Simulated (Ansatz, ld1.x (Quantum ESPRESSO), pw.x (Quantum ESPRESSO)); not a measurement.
**Ta (diamond): variants of one PAW potential in the solid**

Ta (Z = 73), PAW, made with ld1.x (Quantum ESPRESSO) 7.5 (PBE, scalar-relativistic). Core [Xe] 4f14, reference 5d3 6s2 6p0. Waves: 6s (bound): rcut 2.95, rcutus 3.20 bohr; 6s channel at 3.7 Ry: rcut 2.95, rcutus 3.20 bohr; 6p (bound, empty): rcut 3.55, rcutus 3.85 bohr; 6p channel at 1.1 Ry: rcut 3.55, rcutus 3.85 bohr; 5d (bound): rcut 1.90, rcutus 2.25 bohr; 5d channel at 1.3 Ry: rcut 1.90, rcutus 2.25 bohr. Local part: all-electron potential smoothed inside 2.30 bohr (lloc = -2). Core correction: Bessel-smoothed model core inside 2.00 bohr. Augmentation charge: PSQ, inside the norm-conserving radii.

Crystal test: diamond Ta in pw.x 7.5, no spin, 8³ k-points, Fermi–Dirac smearing 0.01 Ry, cutoffs set for each file from its atomic test. The reference is all-electron LAPW (Ansatz 0.2.0) with the same functional, mesh and smearing; V0 and B0 come from Birch–Murnaghan fits to the pressures at five volumes. Errors are pseudo minus all-electron; Δ is the rms difference of the E(V) curves that follow from these fits, minima aligned, over ±6 % about the mean V0. Mesh and smearing are coarse, so the numbers serve the comparison and aren't converged zero-temperature values; the lattice is a test structure that the element need not adopt.

All-electron: a0 = 6.108 Å (V0 = 28.49 Å³/atom), B0 = 68.6 GPa.

Base: The largest radius (3.85 bohr) exceeds half the bond length (2.50 bohr), so the spheres overlap, which is one possible source of error among others.

2 further variants are left out: they gave no file fit for a test, a broken result, the same result as the base, or pressures whose basis-set error rivals the error shown.

| change | cutoffs (Ry) | pw.x | a0 (Å) | a0 error (%) | B0 error (%) | Δ (meV/atom) | mean pressure error (GPa) |
| --- | --- | --- | --- | --- | --- | --- | --- |
| base | 40/320 | converged | 6.138 | +0.48 | -2.3 | 6.0 | +0.96 |
| all radii but the core radius scaled by about 0.83 (s 2.64, p 3.18, d 1.86 bohr, rcut 2.42/2.92/1.56); local potential all-electron potential smoothed inside 1.90 bohr (lloc = -2) | 45/360 | converged | 6.069 | -0.64 | -4.9 | 8.1 | -1.26 |
| all radii but the core radius scaled by about 0.93 (s 2.98, p 3.58, d 2.10 bohr, rcut 2.74/3.30/1.76); local potential all-electron potential smoothed inside 2.14 bohr (lloc = -2) | 40/320 | converged | 6.100 | -0.13 | -1.7 | 1.8 | -0.29 |

Give the row for: all radii but the core radius scaled by about 1.35 (s 4.32, p 5.20, d 3.04 bohr, rcut 3.98/4.80/2.56); local potential all-electron potential smoothed inside 3.10 bohr (lloc = -2).

pw.x: converged; mean pressure error (GPa): +2.94; a0 (Å): 6.203; a0 error (%): +1.55; B0 error (%): -8.7; Δ (meV/atom): 18.8.
